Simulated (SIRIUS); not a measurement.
A run of SIRIUS 7.12.0 is set up as follows.

Contents of sirius.json:

```json
{
  "control": {
    "processing_unit": "cpu",
    "verbosity": 2,
    "num_bands_to_print": 20,
    "print_forces": true,
    "print_stress": true
  },
  "parameters": {
    "electronic_structure_method": "pseudopotential",
    "xc_functionals": ["XC_GGA_X_PBE", "XC_GGA_C_PBE"],
    "gk_cutoff": 9.2,
    "pw_cutoff": 18.4,
    "ngridk": [10, 10, 6],
    "shiftk": [0, 0, 0],
    "smearing": "fermi_dirac",
    "smearing_width": 0.0018374661,
    "num_bands": 20,
    "num_mag_dims": 0,
    "num_dft_iter": 100,
    "energy_tol": 1e-08,
    "density_tol": 1e-06
  },
  "iterative_solver": {
    "type": "davidson",
    "min_tolerance": 1e-10
  },
  "mixer": {
    "type": "anderson",
    "beta": 0.7,
    "max_history": 8
  },
  "settings": {
    "tol_ne": 1e-10,
    "pseudo_grid_cutoff": 6.5
  },
  "unit_cell": {
    "lattice_vectors": [
      [5.574692067646, 0.0, 0.0],
      [-2.787346033823, 4.827824948925, 0.0],
      [0.0, 0.0, 8.843918263249]
    ],
    "atom_coordinate_units": "lattice",
    "atom_types": ["Ti"],
    "atom_files": {
      "Ti": "Ti.json"
    },
    "atoms": {
      "Ti": [
        [0.6666666667, 0.3333333333, 0.75],
        [0.3333333333, 0.6666666667, 0.25]
      ]
    }
  }
}
```

Potentials or basis: PseudoDojo 0.4 PBE stringent (scalar relativistic).

Launch:

```bash
$ upf_to_json Ti.upf
$ OMP_NUM_THREADS=1 sirius.scf --input=sirius.json --output=out.json --task=0
```

(1) What does it give for the pressure?

(2) What does it give for the band gap on the k mesh?

Answers

(1) -1.4 GPa.

(2) none (metal or under the smearing width).
